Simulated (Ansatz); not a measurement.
Structure search for Mg2Zn3O

All numbers below come from DFT PBE, scalar-relativistic, plane waves, PAW (Ansatz 0.2.0). Settings: cutoff 420 eV, Γ-centred meshes spaced at most about 0.3 Å⁻¹, and about 0.25 Å⁻¹ or finer for metals (2π included), Gaussian smearing. No spin polarisation.

Formation energies are uncorrected and refer to the elements' standard structures at the same level (O₂ as a molecule).

These are static total energies at zero pressure. Larger cells and other orderings weren't all tried, so the list isn't exhaustive. For metals, differences of a few meV/atom aren't resolved.

Invented guesses were relaxed alike, and ends that match in structure were merged. ΔE counts from the first row. Coordination counts Mg or Zn atoms around O (for each partner element, those within 1.25 times its shortest distance or 1.15 times the sum of covalent radii, where it is the nearest in units of that sum or under 1.3). The ends were matched against large subsets of the Crystallography Open Database and the Materials Project, so a missing match doesn't prove that a structure is unreported.

| # | reached from | type and space group | atoms | Å³/atom | coordination | ΔE (meV/atom) | gap on mesh (eV) | in databases |
| --- | --- | --- | --- | --- | --- | --- | --- | --- |
| 1 | a cell proposed by chemical analogy | P-3m1 (No. 164) | 6 | 14.7 | O 6 | 0 | 0.00 | no match |
| 2 | a relaxed cell, shaken at random and relaxed again | C2/m (No. 12) | 12 | 14.6 | O 6 | 11 | 0.00 | no match |
| 3 | a cell proposed by chemical analogy | P4/nmm (No. 129) | 12 | 14.5 | O 6 | 13 | 0.00 | no match |
| 4 | a cell proposed by chemical analogy | P6_3/mmc (No. 194) | 12 | 14.7 | O 6 | 39 | 0.00 | no match |

The lowest: Space group P-3m1 (No. 164), trigonal, a = 3.020 Å, c = 11.138 Å. Mg has 3 O at 2.14 Å, 3 Zn at 2.84 Å and 9 Mg at 3.02–3.04 Å; Zn on a site of symmetry 3m has 3 Zn at 2.71 Å, 3 Mg at 2.84 Å and 6 Zn at 3.02 Å; Zn on a site of symmetry -3m has 6 Zn at 2.71 Å and 6 Zn at 3.02 Å; O has 6 Mg at 2.14 Å. Its energy over the elements is −0.79 eV/atom. A negative formation energy is needed for stability but isn't enough: competing phases decide. An observed structure of this formula, if there is one, may be missing.

```cif
data_structure
_symmetry_space_group_name_H-M 'P 1'
_symmetry_Int_Tables_number 1
_cell_length_a 3.0200
_cell_length_b 3.0200
_cell_length_c 11.1382
_cell_angle_alpha 90.000
_cell_angle_beta 90.000
_cell_angle_gamma 120.000
_cell_volume 87.98
loop_
_atom_site_label
_atom_site_type_symbol
_atom_site_fract_x
_atom_site_fract_y
_atom_site_fract_z
_atom_site_occupancy
Mg1 Mg 0.66667 0.33333 0.88808 1
Mg2 Mg 0.33333 0.66667 0.11192 1
Zn1 Zn 0.33333 0.66667 0.68678 1
Zn2 Zn 0.00000 0.00000 0.50000 1
Zn3 Zn 0.66667 0.33333 0.31322 1
O1 O 0.00000 0.00000 0.00000 1
```

The second: Space group C2/m (No. 12), monoclinic, a = 4.289 Å, b = 4.242 Å, c = 19.226 Å, β = 93.3°. Mg on its first site is surrounded by 1 O at 2.35 Å, 4 Zn at 2.82–2.87 Å and 8 Mg at 3.02–3.20 Å; Mg on its second site is surrounded by 5 O at 2.12–2.15 Å and 12 Mg at 3.01–3.20 Å; Zn on its first site has 4 Zn at 2.62–2.75 Å, 4 Mg at 2.82–2.87 Å, 4 Zn at 3.02 Å and 1 Zn at 3.45 Å; O has 5 Mg at 2.12–2.15 Å and 1 Mg at 2.35 Å; 2 more sites not described. Counting Mg or Zn atoms around O, the first and the second both have O 6. Cells relaxed within their symmetry can be saddle points.

```xyz
12
Lattice="2.1447 -2.1212 0.0000 2.1447 2.1212 0.0000 -1.1178 0.0000 19.1939" Properties=species:S:1:pos:R:3 pbc="T T T"
Mg    0.4961    0.0000   13.0212
Mg    0.5142    0.0000    8.5285
Mg    2.6755    0.0000    6.1727
Mg    2.6575    0.0000   10.6654
Zn    2.6085    0.0000   14.8842
Zn    0.5632    0.0000    4.3097
Zn    2.7903    0.0000    2.6894
Zn    0.3813    0.0000   16.5045
Zn    2.2361    0.0000   18.3107
Zn    0.9355    0.0000    0.8832
O     0.5137    0.0000   10.6757
O     2.6579    0.0000    8.5182
```

Some structure types and database cells were kept out of the candidates from the start, so a known form may be missing.
